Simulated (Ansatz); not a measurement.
A distorted cell of Ti₃SiC₂ (MAX-312 type, space group P6_3/mmc):

```xyz
12
Lattice="2.9374 0.0000 0.0000 -1.4687 2.5439 0.0000 0.0000 0.0000 16.9705" Properties=species:S:1:pos:R:3 pbc="T T T"
Ti     0.0000     0.0000     0.0000
Ti     0.0000     0.0000     8.4852
Ti     0.0000     1.6959     2.3338
Ti     1.4687     0.8480    10.8191
Ti     1.4687     0.8480    14.6366
Ti     0.0000     1.6959     6.1514
Si     0.0000     0.0000     4.2426
Si     0.0000     0.0000    12.7279
C      0.0000     1.6959     9.7202
C      1.4687     0.8480     1.2350
C      1.4687     0.8480     7.2503
C      0.0000     1.6959    15.7355
```

Method: PBEsol (plane waves to 420 eV, PAW, scalar-relativistic; Ansatz, a first-principles code). k mesh 14×14×3 (Γ-centred), Fermi-Dirac smearing 0.05 eV. The energy includes the smearing's −TS. Stress and pressure are positive under compression. Ti3SiC2 is run without spin polarisation. Ti3SiC2 was relaxed with its symmetry unable to fall.

Q: What is the stress tensor (GPa)?

A: 
```
   25.6      0.0      0.0
    0.0     25.6      0.0
    0.0      0.0     26.5
```
The pressure, a third of the trace, is 25.9 GPa.

Q: It is the relaxed cell scaled evenly to V/V₀ = 0.900, atoms relaxed where free. What is its energy relative to the relaxed cell?

A: 87 meV/atom.

(Under strain, the slope of the energy per volume gives the stress and its curvature an elastic modulus.)
